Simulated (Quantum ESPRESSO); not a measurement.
# MgO2 (R-3m) in Quantum ESPRESSO: reference runs

Reference runs on MgO2: the cell as given and a disturbed copy.

Program: Quantum ESPRESSO 7.5. These are calculated values, not measurements. Logs are shortened: lines on timing, memory, paths and dates and some standing lists are left out, and cuts for length are marked.

## (1) The structure

Symmetry: R-3m, No. 166, trigonal system. Conventional cell: a = 3.210 Å, b = 3.210 Å, c = 10.482 Å, α = 90.00°, β = 90.00°, γ = 120.00°. Around Mg (site symmetry -3m) lie 6 O at 2.11 Å. O (site symmetry 3m) has 1 O at 1.49 Å as nearest neighbours.

The cell comes from a database or a generator and needn't be the stable form of this composition.

## (2) Single point, PBEsol

pw.in

```
&CONTROL
  calculation = 'scf'
  prefix = 'pwscf'
  outdir = './tmp'
  pseudo_dir = './pseudo'
  tprnfor = .true.
  tstress = .true.
  disk_io = 'low'
/
&SYSTEM
  ibrav = 0
  celldm(1) = 8
  nat = 3
  ntyp = 2
  ecutwfc = 45
  ecutrho = 360
  nbnd = 18
  occupations = 'smearing'
  smearing = 'fd'
  degauss = 0.00367493
/
&ELECTRONS
  conv_thr = 6d-10
  electron_maxstep = 120
  mixing_beta = 0.5
/
ATOMIC_SPECIES
Mg    24.3050 mg_pbesol_v1.4.uspp.F.UPF
O     15.9990 o_pbesol_v1.2.uspp.F.UPF
CELL_PARAMETERS alat
  0.3790698519645   0.2188560810799   0.8253328948486
 -0.3790698519645   0.2188560810799   0.8253328948486
  0.0000000000000  -0.4377121621597   0.8253328948486
ATOMIC_POSITIONS crystal
Mg     0.0000000000    0.0000000000    0.0000000000
O      0.5712140000    0.5712140000    0.5712140000
O      0.4287860000    0.4287860000    0.4287860000
K_POINTS automatic
10 10 10 0 0 0
```

pp_density.in

```
&INPUTPP
  prefix = 'pwscf'
  outdir = './tmp'
  filplot = 'density.dat'
  plot_num = 0
/
&PLOT
  nfile = 1
  filepp(1) = 'density.dat'
  iflag = 3
  output_format = 6
  fileout = 'density.cube'
/
```

pp_potential.in

```
&INPUTPP
  prefix = 'pwscf'
  outdir = './tmp'
  filplot = 'potential.dat'
  plot_num = 11
/
&PLOT
  nfile = 1
  filepp(1) = 'potential.dat'
  iflag = 3
  output_format = 6
  fileout = 'potential.cube'
/
```

Potentials or basis: GBRV 1.5 PBEsol.

Run with:

```
OMP_NUM_THREADS=1 mpirun -n 2 pw.x -nk 2 -in pw.in > pw.out
OMP_NUM_THREADS=1 mpirun -n 1 pp.x -in pp_density.in > pp_density.out
OMP_NUM_THREADS=1 mpirun -n 1 pp.x -in pp_potential.in > pp_potential.out
```

pw.out:

```text
This program is part of the open-source Quantum ESPRESSO suite
     for quantum simulation of materials; please cite
         "P. Giannozzi et al., J. Phys.:Condens. Matter 21 395502 (2009);
         "P. Giannozzi et al., J. Phys.:Condens. Matter 29 465901 (2017);
         "P. Giannozzi et al., J. Chem. Phys. 152 154105 (2020);
     in publications or presentations arising from this work. More details at

     Message from routine setup:
     using ibrav=0 with symmetry is DISCOURAGED, use correct ibrav instead

     K-points division:     npool     =       2
     Subspace diagonalization in iterative solution of the eigenvalue problem:
     a serial algorithm will be used

     G-vector sticks info
     --------------------
     sticks:   dense  smooth     PW     G-vecs:    dense   smooth      PW
     Sum        1195     585    203                24291     8567    1673

     Using Slab Decomposition

     bravais-lattice index     =            0
     lattice parameter (alat)  =       8.0000  a.u.
     unit-cell volume          =     210.3431 (a.u.)^3
     number of atoms/cell      =            3
     number of atomic types    =            2
     number of electrons       =        22.00
     number of Kohn-Sham states=           18
     kinetic-energy cutoff     =      45.0000  Ry
     charge density cutoff     =     360.0000  Ry
     scf convergence threshold =      6.0E-10
     mixing beta               =       0.5000
     number of iterations used =            8  plain     mixing
     Exchange-correlation= SLA  PW   PSX  PSC
                           (   1   4  10   8   0   0   0)

     celldm(1)=   8.000000  celldm(2)=   0.000000  celldm(3)=   0.000000
     celldm(4)=   0.000000  celldm(5)=   0.000000  celldm(6)=   0.000000

     crystal axes: (cart. coord. in units of alat)
               a(1) = (   0.379070   0.218856   0.825333 )
               a(2) = (  -0.379070   0.218856   0.825333 )
               a(3) = (   0.000000  -0.437712   0.825333 )

     reciprocal axes: (cart. coord. in units 2 pi/alat)
               b(1) = (  1.319018  0.761535  0.403877 )
               b(2) = ( -1.319018  0.761535  0.403877 )
               b(3) = (  0.000000 -1.523071  0.403877 )

     PseudoPot. # 1 for Mg read from file:
     mg_pbesol_v1.4.uspp.F.UPF
     Pseudo is Ultrasoft, Zval = 10.0
     Generated by new atomic code, or converted to UPF format
     Using radial grid of  821 points,  7 beta functions with:
                l(1) =   0
                l(2) =   0
                l(3) =   0
                l(4) =   1
                l(5) =   1
                l(6) =   2
                l(7) =   2
     Q(r) pseudized with  8 coefficients,  rinner =    1.200   1.200   1.200
                                                       1.200   1.200

     PseudoPot. # 2 for O  read from file:
     o_pbesol_v1.2.uspp.F.UPF
     Pseudo is Ultrasoft + core correction, Zval =  6.0
     Generated by new atomic code, or converted to UPF format
     Using radial grid of  737 points,  5 beta functions with:
                l(1) =   0
                l(2) =   0
                l(3) =   1
                l(4) =   1
                l(5) =   2
     Q(r) pseudized with  8 coefficients,  rinner =    0.900   0.900   0.900
                                                       0.900   0.900

     atomic species   valence    mass     pseudopotential
     Mg               10.00    24.30500     Mg( 1.00)
     O                 6.00    15.99900     O ( 1.00)

     12 Sym. Ops., with inversion, found

   Cartesian axes

     site n.     atom                  positions (alat units)
         1        Mg     tau(   1) = (   0.0000000   0.0000000   0.0000000  )
         2        O      tau(   2) = (  -0.0000000   0.0000000   1.4143251  )
         3        O      tau(   3) = (   0.0000000   0.0000000   1.0616736  )

     number of k points=   116  Fermi-Dirac smearing, width (Ry)=  0.0037

     Number of k-points >= 100: set verbosity='high' to print them.

     Dense  grid:    24291 G-vectors     FFT dimensions: (  45,  45,  45)

     Smooth grid:     8567 G-vectors     FFT dimensions: (  32,  32,  32)

     Check: negative core charge=   -0.000002

     Initial potential from superposition of free atoms

     starting charge      21.6998, renormalised to      22.0000
     Starting wfcs are   13 randomized atomic wfcs +    5 random wfcs

     Self-consistent Calculation

     iteration #  1     ecut=    45.00 Ry     beta= 0.50
     Davidson diagonalization with overlap
     ethr =  1.00E-02,  avg # of iterations =  5.5

     total energy              =    -189.60943607 Ry
     estimated scf accuracy    <       0.25589983 Ry

     iteration #  2     ecut=    45.00 Ry     beta= 0.50
     Davidson diagonalization with overlap
     ethr =  1.16E-03,  avg # of iterations =  2.1

     total energy              =    -189.64386193 Ry
     estimated scf accuracy    <       0.02734738 Ry

     iteration #  3     ecut=    45.00 Ry     beta= 0.50
     Davidson diagonalization with overlap
     ethr =  1.24E-04,  avg # of iterations =  2.5

     total energy              =    -189.64589260 Ry
     estimated scf accuracy    <       0.00459292 Ry

     iteration #  4     ecut=    45.00 Ry     beta= 0.50
     Davidson diagonalization with overlap
     ethr =  2.09E-05,  avg # of iterations =  2.2

     total energy              =    -189.64615274 Ry
     estimated scf accuracy    <       0.00021729 Ry

     iteration #  5     ecut=    45.00 Ry     beta= 0.50
     Davidson diagonalization with overlap
     ethr =  9.88E-07,  avg # of iterations =  2.9

     total energy              =    -189.64617067 Ry
     estimated scf accuracy    <       0.00000426 Ry

     iteration #  6     ecut=    45.00 Ry     beta= 0.50
     Davidson diagonalization with overlap
     ethr =  1.94E-08,  avg # of iterations =  2.0

     total energy              =    -189.64617130 Ry
     estimated scf accuracy    <       0.00000014 Ry

     iteration #  7     ecut=    45.00 Ry     beta= 0.50
     Davidson diagonalization with overlap
     ethr =  6.32E-10,  avg # of iterations =  2.0

     total energy              =    -189.64617135 Ry
     estimated scf accuracy    <       0.00000001 Ry

     iteration #  8     ecut=    45.00 Ry     beta= 0.50
     Davidson diagonalization with overlap
     ethr =  4.78E-11,  avg # of iterations =  2.0

     total energy              =    -189.64617135 Ry
     estimated scf accuracy    <          8.7E-10 Ry

     iteration #  9     ecut=    45.00 Ry     beta= 0.50
     Davidson diagonalization with overlap
     ethr =  3.95E-12,  avg # of iterations =  2.0

     End of self-consistent calculation

     Number of k-points >= 100: set verbosity='high' to print the bands.

     the Fermi energy is     7.3241 ev

!    total energy              =    -189.64617135 Ry
     estimated scf accuracy    <          2.6E-11 Ry
     smearing contrib. (-TS)   =      -0.00000000 Ry
     internal energy E=F+TS    =    -189.64617135 Ry

     The total energy is F=E-TS. E is the sum of the following terms:
     one-electron contribution =    -111.03059309 Ry
     hartree contribution      =      62.34623794 Ry
     xc contribution           =     -31.05622706 Ry
     ewald contribution        =    -109.90558915 Ry

     convergence has been achieved in   9 iterations

     Forces acting on atoms (cartesian axes, Ry/au):

     atom    1 type  1   force =    -0.00000000   -0.00000000   -0.00000000
     atom    2 type  2   force =    -0.00000000   -0.00000000   -0.00530862
     atom    3 type  2   force =     0.00000000   -0.00000000    0.00530862

     Total force =     0.007508     Total SCF correction =     0.000002

     Computing stress (Cartesian axis) and pressure

          total   stress  (Ry/bohr**3)                   (kbar)     P=      -44.19
  -0.00025969   0.00000000   0.00000000          -38.20        0.00        0.00
   0.00000000  -0.00025969   0.00000000            0.00      -38.20        0.00
   0.00000000   0.00000000  -0.00038189            0.00        0.00      -56.18

=------------------------------------------------------------------------------=
   JOB DONE.
=------------------------------------------------------------------------------=
```

Wall time 20 s (2 MPI ranks of Arm Neoverse V1, shared host); peak memory 0.26 GiB.

What came out:

* Free energy: -2580.2676 eV
* Pressure: -4.4 GPa
* Largest force: 0.136 eV/Å
* Band gap on the k mesh: 2.24 eV, direct

Forces on the atoms (eV/Å):
```
Mg   0.000  0.000  0.000
O    0.000  0.000 -0.136
O    0.000  0.000  0.136
```

Stress tensor (GPa, compression positive):
```
-3.82  0.00  0.00
 0.00 -3.82  0.00
 0.00  0.00 -5.62
```

Levels at points of the mesh, in eV from the valence-band top:
```tsv
k point	band 8	band 9	band 10	band 11	band 12	band 13	band 14	band 15
(0.00, 0.00, 0.00)	-3.33	-3.33	-0.81	-0.81	4.49	4.80	11.99	13.81
(0.00, 0.00, -0.50)	-6.07	-3.67	-1.27	-1.13	4.14	8.51	10.12	12.43
(0.00, -0.50, -0.50)	-5.39	-4.35	-2.17	-0.13	3.48	7.71	10.90	12.24
(-0.50, -0.50, -0.50)	-3.86	-3.86	0.00	0.00	2.24	4.88	9.31	14.08
```

## (3) Single point, PBEsol (atoms moved at random, drawn with an rms of 0.05 Å)

pw.in

```
&CONTROL
  calculation = 'scf'
  prefix = 'pwscf'
  outdir = './tmp'
  pseudo_dir = './pseudo'
  tprnfor = .true.
  tstress = .true.
  disk_io = 'nowf'
/
&SYSTEM
  ibrav = 0
  nat = 3
  ntyp = 2
  ecutwfc = 45
  ecutrho = 360
  nbnd = 18
  occupations = 'smearing'
  smearing = 'fd'
  degauss = 0.00367493
/
&ELECTRONS
  conv_thr = 6d-10
  electron_maxstep = 120
  mixing_beta = 0.5
/
ATOMIC_SPECIES
Mg    24.3050 mg_pbesol_v1.4.uspp.F.UPF
O     15.9990 o_pbesol_v1.2.uspp.F.UPF
CELL_PARAMETERS angstrom
   1.6047610160    0.9265092046    3.4939788749
  -1.6047610160    0.9265092046    3.4939788749
   0.0000000000   -1.8530184092    3.4939788749
ATOMIC_POSITIONS crystal
Mg     0.0111100000   -0.0033120000   -0.0034200000
O      0.5825210000    0.5744040000    0.5584220000
O      0.4303450000    0.4253690000    0.4364090000
K_POINTS automatic
10 10 10 0 0 0
```

Potentials or basis: GBRV 1.5 PBEsol.

Run with:

```
OMP_NUM_THREADS=1 mpirun -n 2 pw.x -nk 2 -in pw.in > pw.out
```

pw.out:

```text
This program is part of the open-source Quantum ESPRESSO suite
     for quantum simulation of materials; please cite
         "P. Giannozzi et al., J. Phys.:Condens. Matter 21 395502 (2009);
         "P. Giannozzi et al., J. Phys.:Condens. Matter 29 465901 (2017);
         "P. Giannozzi et al., J. Chem. Phys. 152 154105 (2020);
     in publications or presentations arising from this work. More details at

     K-points division:     npool     =       2
     Subspace diagonalization in iterative solution of the eigenvalue problem:
     a serial algorithm will be used

     G-vector sticks info
     --------------------
     sticks:   dense  smooth     PW     G-vecs:    dense   smooth      PW
     Sum        1195     585    203                24291     8567    1673

     Using Slab Decomposition

     bravais-lattice index     =            0
     lattice parameter (alat)  =       7.4738  a.u.
     unit-cell volume          =     210.3431 (a.u.)^3
     number of atoms/cell      =            3
     number of atomic types    =            2
     number of electrons       =        22.00
     number of Kohn-Sham states=           18
     kinetic-energy cutoff     =      45.0000  Ry
     charge density cutoff     =     360.0000  Ry
     scf convergence threshold =      6.0E-10
     mixing beta               =       0.5000
     number of iterations used =            8  plain     mixing
     Exchange-correlation= SLA  PW   PSX  PSC
                           (   1   4  10   8   0   0   0)

     celldm(1)=   7.473757  celldm(2)=   0.000000  celldm(3)=   0.000000
[... 50 lines left out ...]
         2        O      tau(   2) = (   0.0032936   0.0093896   1.5154170  )
         3        O      tau(   3) = (   0.0020191  -0.0040069   1.1415213  )

     number of k points=   504  Fermi-Dirac smearing, width (Ry)=  0.0037

     Number of k-points >= 100: set verbosity='high' to print them.

     Dense  grid:    24291 G-vectors     FFT dimensions: (  45,  45,  45)

     Smooth grid:     8567 G-vectors     FFT dimensions: (  32,  32,  32)

     Check: negative core charge=   -0.000002

     Initial potential from superposition of free atoms

     starting charge      21.6998, renormalised to      22.0000
     Starting wfcs are   13 randomized atomic wfcs +    5 random wfcs

     Self-consistent Calculation

     iteration #  1     ecut=    45.00 Ry     beta= 0.50
     Davidson diagonalization with overlap
     ethr =  1.00E-02,  avg # of iterations =  5.5

     total energy              =    -189.60837701 Ry
     estimated scf accuracy    <       0.25838528 Ry
[... 50 lines left out ...]
     iteration #  9     ecut=    45.00 Ry     beta= 0.50
     Davidson diagonalization with overlap
     ethr =  1.94E-11,  avg # of iterations =  2.0

     End of self-consistent calculation

     Number of k-points >= 100: set verbosity='high' to print the bands.

     the Fermi energy is     7.3200 ev

!    total energy              =    -189.64581846 Ry
     estimated scf accuracy    <          3.2E-10 Ry
     smearing contrib. (-TS)   =      -0.00000000 Ry
     internal energy E=F+TS    =    -189.64581846 Ry

     The total energy is F=E-TS. E is the sum of the following terms:
     one-electron contribution =    -111.06953141 Ry
     hartree contribution      =      62.36575171 Ry
     xc contribution           =     -31.06397747 Ry
     ewald contribution        =    -109.87806129 Ry

     convergence has been achieved in   9 iterations

     Forces acting on atoms (cartesian axes, Ry/au):

     atom    1 type  1   force =    -0.00318785   -0.00092380   -0.00066630
     atom    2 type  2   force =     0.00116619   -0.00499020    0.00780133
     atom    3 type  2   force =     0.00202166    0.00591400   -0.00713503

     Total force =     0.013731     Total SCF correction =     0.000002

     Computing stress (Cartesian axis) and pressure

          total   stress  (Ry/bohr**3)                   (kbar)     P=      -40.49
  -0.00034889  -0.00000606   0.00000322          -51.32       -0.89        0.47
  -0.00000606  -0.00022086   0.00004637           -0.89      -32.49        6.82
   0.00000322   0.00004637  -0.00025591            0.47        6.82      -37.65

=------------------------------------------------------------------------------=
   JOB DONE.
=------------------------------------------------------------------------------=
```

Wall time 67 s (2 MPI ranks of Arm Neoverse V1, shared host); peak memory 0.36 GiB.

Results:

```
Free energy            : -2580.2628 eV
Pressure               : -4.0 GPa
Largest force          : 0.244 eV/Å
Band gap on the k mesh : 2.28 eV, direct
```

Forces in eV/Å, atoms in the order of the input:
```
Mg  -0.082 -0.024 -0.017
O    0.030 -0.128  0.201
O    0.052  0.152 -0.183
```

Stress tensor (GPa, compression positive):
```
-5.13 -0.09  0.05
-0.09 -3.25  0.68
 0.05  0.68 -3.76
```

A k mesh can miss the band edges.
